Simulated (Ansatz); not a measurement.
Level of theory: DFT PBE, scalar-relativistic, plane waves, PAW (Ansatz 0.2.0). Settings: cutoff 420 eV, Γ-centred meshes spaced at most about 0.3 Å⁻¹ (2π included), Gaussian smearing. No spin polarisation.

Temperature and zero-point effects are left out.

Compare these two cells of HfO2, each relaxed at this level.

A. Space group Fm-3m (No. 225), cubic, a = 5.098 Å. Hf is surrounded by 8 O at 2.21 Å; around O lie 4 Hf at 2.21 Å and 6 O at 2.55 Å.

B. Space group P4_2/mnm (No. 136), tetragonal, a = 4.880 Å, c = 3.238 Å. Hf is surrounded by 6 O at 2.10–2.11 Å; O has 3 Hf at 2.10–2.11 Å.

**Question.** Which form is favoured at zero pressure, and by what margin per atom?

**Answer.** B is lower, by 64 meV/atom. A has the fluorite type, space group Fm-3m (No. 225), 11.0 Å³/atom and a gap of 3.75 eV on its mesh; B has the rutile type, space group P4_2/mnm (No. 136), 12.9 Å³/atom and a gap of 3.90 eV. Counting O atoms around Hf (those within 1.25 times the shortest such distance or 1.15 times the sum of covalent radii), A has Hf 8 and B has Hf 6. The lower one is the more open, so pressure narrows the difference. Origin: A, reached from a cell as deposited in COD; B, reached from a Materials Project cell. Shaken at random and relaxed again, A came back. The lowest form computed isn't among them: it has the anatase type, space group I4_1/amd (No. 141), 14.3 Å³/atom and lies 30 meV/atom below the best shown. The higher one, A, is the form on record in the Crystallography Open Database, so temperature, pressure or the functional's error must bridge the margin. Checks on A: imaginary modes on a 4×4×4 q mesh (to 230i cm⁻¹).

These runs have no spin–orbit coupling, which can matter for Hf. Kohn–Sham gaps at this level usually fall short of measured ones. Some types were kept out of the candidates beforehand, so the set may lack a known form.
